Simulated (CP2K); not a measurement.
HfB2:

```
CELL_PARAMETERS angstrom
3.14000 0.00000 0.00000
-1.57000 2.71932 0.00000
0.00000 0.00000 3.48000
ATOMIC_POSITIONS crystal
Hf 0.00000 0.00000 0.00000
B 0.66667 0.33333 0.50000
B 0.33333 0.66667 0.50000
```

```yaml
Program: CP2K 2026.2
Task: single point
Functional: PBEsol
Potentials_or_basis: POTENTIAL_UZH Hf GTH-PBE-q12, B GTH-PBE-q3; TZVP-MOLOPT-PBE-GTH basis
Density_cutoff: 6123 eV
k_mesh: 10 × 10 × 8
Occupations: fermi-dirac, width 0.05 eV
Spin: no spin polarisation
```

On this cell: pressure -3.9 GPa; largest force under 0.003 eV/Å; band gap on the k mesh none (metal or under the smearing width).

The same run follows on a disturbed copy (atoms moved at random, drawn with an rms of 0.05 Å):

```xyz
3
Lattice="3.1400 0.0000 0.0000 -1.5700 2.7193 0.0000 0.0000 0.0000 3.4800" Properties=species:S:1:pos:R:3 pbc="T T T"
Hf    0.0187   -0.0103   -0.0103
B     1.5755    0.9342    1.7097
B    -0.0634    1.8359    1.6862
```

Q: What does the disturbed cell give?

A: The energy (extrapolated to zero smearing) moves by +22.0 meV/atom; pressure -3.0 GPa; largest force 1.326 eV/Å; band gap on the k mesh none (metal or under the smearing width).

Forces in eV/Å, atoms in the order of the input:
```
Hf  -0.669  0.517 -0.476
B   -0.589 -0.399  0.104
B    1.267 -0.124  0.374
```

Stress tensor (GPa, compression positive):
```
-2.58 -0.28  0.47
-0.28 -3.04 -0.32
 0.47 -0.32 -3.50
```

Caveats: the potentials were made for another functional, which shifts forces and pressure; the basis of atomic orbitals isn't converged, which shifts pressures, moduli and gaps.
